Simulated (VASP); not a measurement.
# Cs (Fmmm) in VASP: further runs

The runs below take Cs through single point, with PBE.

Everything below comes from runs of VASP 6.6.1. Logs are shortened: lines on timing, memory, paths and dates and some standing lists are left out, and cuts for length are marked.

### Step 1. The cell of the first run

Symmetry: Fmmm, No. 69, orthorhombic system. The conventional cell has a = 6.045 Å, b = 8.378 Å, c = 8.720 Å, α = 90.00°, β = 90.00°, γ = 90.00°.

### Step 2. Single point, PBE (xy shear strain of +4 %)

INCAR

```
SYSTEM = Cs
PREC     = Accurate       ! precision mode
ENCUT    = 520            ! plane-wave cutoff, eV
EDIFF    = 1E-6           ! SCF threshold, eV
ISMEAR   = -1             ! smearing method
SIGMA    = 0.05           ! smearing width, eV
LREAL    = .False.        ! projectors in reciprocal space
LASPH    = .True.         ! aspherical terms in the spheres
NELM     = 100            ! most SCF steps
ALGO     = Fast           ! electronic algorithm
ISIF     = 2              ! what is computed and relaxed
LWAVE    = .False.        ! write WAVECAR
LCHARG   = .False.        ! write CHGCAR
GGA      = PE             ! functional
NBANDS   = 10             ! bands
```

KPOINTS

```
Automatic mesh
0
Gamma
  9 9 9
  0 0 0
```

POSCAR

```
Cs
1.0
   -2.9620500000      2.9620500000      3.0225000000
    2.9620500000     -2.9620500000      3.0225000000
    3.0829500000      3.0829500000     -3.0225000000
Cs
1
Direct
    0.0000000000      0.0000000000      0.0000000000
```

Potentials or basis: VASP PAW PBE potentials, release 64 (Cs_sv).

The run is started by

```sh
$ cat potpaw_PBE.64/Cs_sv/POTCAR > POTCAR
$ mpirun -np 1 vasp_std > vasp.out
```

OUTCAR:

```text
SYSTEM = Cs
   PREC = Accurate
   ENCUT = 520
   EDIFF = 1E-6
   ISMEAR = -1
   LREAL = .False.
   LASPH = .True.
   NELM = 100
   ISIF = 2
   GGA = PE

 ion  position               nearest neighbor table
   1  0.000  0.000  0.000-

  LATTYP: Found a face centered orthorhombic cell.
 ALAT       =     6.0450000000
 B/A-ratio  =     1.3859292911
 C/A-ratio  =     1.4424978336

  Lattice vectors:

 A1 = (   6.0450000000,   0.1209000000,   0.0000000000)
 A2 = (   3.0829500000,   3.0829500000,   3.0225000000)
 A3 = (   2.9620500000,  -2.9620500000,   3.0225000000)

Analysis of symmetry for initial positions (statically):
=====================================================================
 Subroutine PRICEL returns:
 Original cell was already a primitive cell.

 Routine SETGRP: Setting up the symmetry group for a
 face centered orthorhombic supercell.

 Subroutine GETGRP returns: Found  8 space group operations
 (whereof  8 operations were pure point group operations)
 out of a pool of  8 trial point group operations.

The static configuration has the point symmetry D_2h.

Analysis of symmetry for dynamics (positions and initial velocities):
=====================================================================
 Subroutine PRICEL returns:
 Original cell was already a primitive cell.

 Routine SETGRP: Setting up the symmetry group for a
 face centered orthorhombic supercell.

 Subroutine GETGRP returns: Found  8 space group operations
 (whereof  8 operations were pure point group operations)
 out of a pool of  8 trial point group operations.

The dynamic configuration has the point symmetry D_2h.

 Subroutine INISYM returns: Found  8 space group operations
 (whereof  8 operations are pure point group operations),
 and found     1 'primitive' translations

----------------------------------------------------------------------------------------

                                     Primitive cell

  volume of cell :     110.4041

  direct lattice vectors                    reciprocal lattice vectors
    -2.962050000  2.962050000  3.022500000    -0.003309843  0.165492169  0.165425972
     2.962050000 -2.962050000  3.022500000     0.165492169 -0.003309843  0.165425972
     3.082950000  3.082950000 -3.022500000     0.162182325  0.162182325  0.000000000

  length of vectors
     5.165557729  5.165557729  5.305154819     0.234017874  0.234017874  0.229360444

  position of ions in fractional coordinates (direct lattice)
     0.000000000  0.000000000  0.000000000

  ion indices of the primitive-cell ions
   primitive index   ion index
                 1           1

----------------------------------------------------------------------------------------

 KPOINTS: Automatic mesh

Automatic generation of k-mesh.
 Grid dimensions read from file:
 generate k-points for:    9    9    9

 Generating k-lattice:

  Cartesian coordinates                     Fractional coordinates (reciprocal lattice)
    -0.000367760  0.018388019  0.018380664     0.111111111  0.000000000 -0.000000000
     0.018388019 -0.000367760  0.018380664     0.000000000  0.111111111 -0.000000000
     0.018020258  0.018020258  0.000000000     0.000000000  0.000000000  0.111111111

  Length of vectors
     0.026001986  0.026001986  0.025484494

  Shift w.r.t. Gamma in fractional coordinates (k-lattice)
     0.000000000  0.000000000  0.000000000

 Subroutine IBZKPT returns following result:
 ===========================================

 Found    125 irreducible k-points:

 Following reciprocal coordinates:
            Coordinates               Weight
  0.000000  0.000000  0.000000      1.000000
  0.111111 -0.000000  0.000000      8.000000
  0.222222 -0.000000 -0.000000      8.000000
  0.333333  0.000000 -0.000000      8.000000
  0.444444 -0.000000 -0.000000      8.000000
  0.111111  0.111111  0.000000      4.000000
[... 16 lines left out ...]
 -0.333333  0.333333  0.000000      2.000000
  0.444444  0.444444 -0.000000      4.000000
 [... further k-points ...]
   k-points           NKPTS =    125   k-points in BZ     NKDIM =    125   number of bands    NBANDS=     10
   number of dos      NEDOS =    301   number of ions     NIONS =      1
   total plane-waves  NPLWV =  64000
   dimension x,y,z NGX =    40 NGY =   40 NGZ =   40
   dimension x,y,z NGXF=    80 NGYF=   80 NGZF=   80
   ions per type =               1
   NGX,Y,Z   is equivalent  to a cutoff of  12.87, 12.87, 12.53 a.u.
   NGXF,Y,Z  is equivalent  to a cutoff of  25.75, 25.75, 25.07 a.u.
 SYSTEM =  Cs
   PREC   = accura    normal or accurate (medium, high low for compatibility)
   ISTART =      0    job   : 0-new  1-cont  2-samecut
   ICHARG =      2    charge: 1-file 2-atom 10-const
   ISPIN  =      1    spin polarized calculation?
   LNONCOLLINEAR =      F non collinear calculations
   LSORBIT =      F    spin-orbit coupling
   LASPH  =      T    aspherical Exc in radial PAW
   ENCUT  =  520.0 eV  38.22 Ry    6.18 a.u.   9.60  9.60  9.86*2*pi/ulx,y,z
   NELM   =    100;   NELMIN=  2; NELMDL= -5     # of ELM steps
   EDIFF  = 0.1E-05   stopping-criterion for ELM
   LREAL  =      F    real-space projection
   EDIFFG = 0.1E-04   stopping-criterion for IOM
   NSW    =      0    number of steps for IOM
   IBRION =     -1    ionic relax: 0-MD 1-quasi-New 2-CG
   NFREE  =      0    steps in history (QN), initial steepest desc. (CG)
   ISIF   =      2    stress and relaxation
   ISYM   =      2    0-nonsym 1-usesym 2-fastsym
   POTIM  = 0.5000    time-step for ionic-motion
   TEBEG  =    0.0;   TEEND  =   0.0 temperature during run
   PSTRESS=    0.0 pullay stress
   NELECT =       9.0000    total number of electrons
   NUPDOWN=      -1.0000    fix difference up-down
   EMIN   =  10.00;   EMAX   =-10.00  energy-range for DOS
   EFERMI =   0.00;   METHOD = LEGACY
   ISMEAR =    -1;   SIGMA  =   0.05  broadening in eV -4-tet -1-fermi 0-gaus
   EFERMI_NEDOS =   21; number of points for ismear=-14 and -15
   IALGO  =     68    algorithm
   IMIX   =      4    mixing-type and parameters
     AMIX     =   0.40;   BMIX     =  1.00
     AMIX_MAG =   1.60;   BMIX_MAG =  1.00
  volume/ion in A,a.u.               =     110.40       745.04
  Fermi-wavevector in a.u.,A,eV,Ry     =   0.709840  1.341404  6.855611  0.503873
  Thomas-Fermi vector in A             =   1.796529
   LORBIT       =      0    0 simple, 1 ext, 2 COOP (PROOUT), +10 PAW based schemes
   GGA     = PE    functional components
   LHFCALC =     F    Hartree Fock is set to
   AEXX    =    0.0000 exact exchange contribution
   IVDW    =     0    specifies the selected vdW correction
   LEPSILON=     F    determine dielectric tensor
   LRPA    =     F    only Hartree local field effects (RPA)
 non-spin polarized calculation
 RMM-DIIS sequential band-by-band and
  energy-cutoff  :      520.00
  volume of cell :      110.40
 maximum number of plane-waves:      2999
   NGX = 19   NGY = 19   NGZ = 19

 number of electron       8.9999999 magnetization

 Free energy of the ion-electron system (eV)
  ---------------------------------------------------
  ext. energy  EPLUGINS =         0.00000000
  ---------------------------------------------------
  free energy    TOTEN  =        -0.85402000 eV

  energy without entropy =       -0.84424166  energy(sigma->0) =       -0.84913083

 E-fermi :   0.5595     XC(G=0):  -5.5107

 val. band max:        0.5472168853   @ k =  -0.2222  -0.3333   0.1111
 cond. band min:       0.5598322336   @ k =  -0.1111  -0.4444   0.2222
 fundamental gap:      0.0126153483
 Fermi energy:         0.5595467068

 k-point     1 :       0.0000    0.0000    0.0000
  band No.  band energies     occupation
      1     -23.2794      2.00000
      2     -10.0198      2.00000
      3     -10.0152      2.00000
      4     -10.0112      2.00000
      5      -1.1617      2.00000
      6       2.9885      0.00000
      7       3.0521      0.00000
      8       3.1628      0.00000
      9       3.9645      0.00000
     10       3.9885      0.00000

 k-point     2 :       0.1111   -0.0000    0.0000
  band No.  band energies     occupation
      1     -23.2784      2.00000
      2     -10.0348      2.00000
      3     -10.0229      2.00000
      4     -10.0140      2.00000
      5      -1.0199      2.00000
      6       2.8853      0.00000
      7       2.9495      0.00000
      8       3.2199      0.00000
      9       3.7753      0.00000
     10       3.9549      0.00000

 k-point     3 :       0.2222   -0.0000   -0.0000
  band No.  band energies     occupation
      1     -23.2760      2.00000
      2     -10.0827      2.00000
      3     -10.0377      2.00000
      4     -10.0148      2.00000
      5      -0.6214      2.00000
      6       2.4385      0.00000
      7       2.6196      0.00000
      8       3.6218      0.00000
      9       3.7801      0.00000
     10       3.9596      0.00000

 k-point     4 :       0.3333    0.0000   -0.0000
  band No.  band energies     occupation
      1     -23.2732      2.00000
      2     -10.1361      2.00000
      3     -10.0545      2.00000
      4     -10.0150      2.00000
      5      -0.0545      1.99999
      6       1.9192      0.00000
      7       2.3587      0.00000
      8       3.9048      0.00000
      9       4.0594      0.00000
     10       4.3210      0.00000
[... 222 lines left out ...]
 k-point    22 :      -0.4444    0.3333    0.0000
  band No.  band energies     occupation
      1     -23.2707      2.00000
      2     -10.1606      2.00000
      3     -10.0724      2.00000
      4     -10.0243      2.00000
      5       0.3794      1.94697
      6       1.7621      0.00000
      7       2.2062      0.00000
      8       3.6874      0.00000
      9       4.2034      0.00000
     10       4.6854      0.00000

 k-point    23 :      -0.3333    0.3333    0.0000
  band No.  band energies     occupation
      1     -23.2722      2.00000
      2     -10.1415      2.00000
      3     -10.0616      2.00000
      4     -10.0183      2.00000
      5      -0.0128      1.99998
      6       1.9845      0.00000
      7       2.3774      0.00000
      8       3.8043      0.00000
      9       3.9800      0.00000
     10       4.2866      0.00000

 k-point    24 :       0.4444    0.4444   -0.0000
  band No.  band energies     occupation
      1     -23.2697      2.00000
      2     -10.1765      2.00000
      3     -10.0813      2.00000
      4     -10.0242      2.00000
      5       0.7314      0.06226
      6       1.5496      0.00000
      7       2.1298      0.00000
      8       3.6075      0.00000
      9       4.3105      0.00000
     10       5.1783      0.00000

 [... further k-points ...]
[... 5 lines left out ...]
  --------------------------------------------------------------------------------------
  -------------------------------------------------------------------------------------
  Total        0.0749732      0.0749732      0.0777299     -0.0512028      0.0000000      0.0000000
  in kB        1.0880066      1.0880066      1.1280121     -0.7430519      0.0000000      0.0000000
  external PRESSURE =       1.1013417 kB  Pullay stress =       0.0000000 kB

 VOLUME and BASIS-vectors are now :
 -----------------------------------------------------------------------------
  energy-cutoff  :      520.00
  volume of cell :      110.40
      direct lattice vectors                 reciprocal lattice vectors
    -2.962050000  2.962050000  3.022500000    -0.003309843  0.165492169  0.165425972
     2.962050000 -2.962050000  3.022500000     0.165492169 -0.003309843  0.165425972
     3.082950000  3.082950000 -3.022500000     0.162182325  0.162182325  0.000000000

 POSITION                                       TOTAL-FORCE (eV/Angst)
 -----------------------------------------------------------------------------------
      0.00000      0.00000      0.00000        -0.000000     -0.000000      0.000000
 -----------------------------------------------------------------------------------
    total drift:                               -0.000000     -0.000000     -0.000000

  FREE ENERGIE OF THE ION-ELECTRON SYSTEM (eV)
  ---------------------------------------------------
  free  energy   TOTEN  =        -0.8540200009 eV

  energy  without entropy=       -0.8442416624  energy(sigma->0) =       -0.84913083
```

Wall time 98 s (1 thread of AMD EPYC 7R13 (Zen 3), shared host); peak memory 0.28 GiB.

What came out:

```yaml
Free_energy: -0.8540 eV
Pressure: 0.1 GPa
Band_gap_on_the_k_mesh: none (metal or under the smearing width)
```

Levels at points of the mesh, in eV from the Fermi level:
```tsv
k point	band 2	band 3	band 4	band 5	band 6	band 7
(0.00, 0.00, 0.00)	-10.58	-10.57	-10.57	-1.72	2.43	2.49
```

### Step 3. Single point, PBE (equal xy, yz and zx shear strains of -2 %)

INCAR

```
  PREC = Accurate
  ENCUT = 520
  EDIFF = 1E-6
  ISMEAR = -1
  SIGMA = 0.05
  LREAL = False
  LASPH = True
  NELM = 60
  ALGO = Normal
  ISIF = 2
  LWAVE = False
  LCHARG = True
  GGA = PE
  LELF = True
  LVHAR = True
  NBANDS = 10
```

KPOINTS

```
Automatic mesh
0
Gamma
  9 9 9
```

POSCAR

```
Cs
1.0
   -3.0829500000      3.0225000000      3.0225000000
    3.0225000000     -3.0829500000      3.0225000000
    3.0225000000      3.0225000000     -3.0829500000
Cs
1
Direct
    0.0000000000      0.0000000000      0.0000000000
```

Potentials or basis: VASP PAW PBE potentials, release 64 (Cs_sv).

The run is started by

```sh
$ cat potpaw_PBE.64/Cs_sv/POTCAR > POTCAR
$ mpirun -np 1 vasp_std > vasp.out
```

Wall time 78 s (1 thread of AMD EPYC 7R13 (Zen 3), shared host); peak memory 0.24 GiB.

Results (log left out):

```yaml
Free_energy: -0.8543 eV
Pressure: 0.1 GPa
Band_gap_on_the_k_mesh: none (metal or under the smearing width)
```

Levels at points of the mesh, in eV from the Fermi level:
| k point | band 1 | band 2 | band 3 | band 4 | band 5 | band 6 | band 7 | band 8 | band 9 |
| --- | --- | --- | --- | --- | --- | --- | --- | --- | --- |
| (0.00, 0.00, 0.00) | -23.84 | -10.58 | -10.58 | -10.57 | -1.72 | 2.43 | 2.55 | 2.55 | 3.41 |

Spin-orbit coupling is left out, which matters for the levels of Cs.
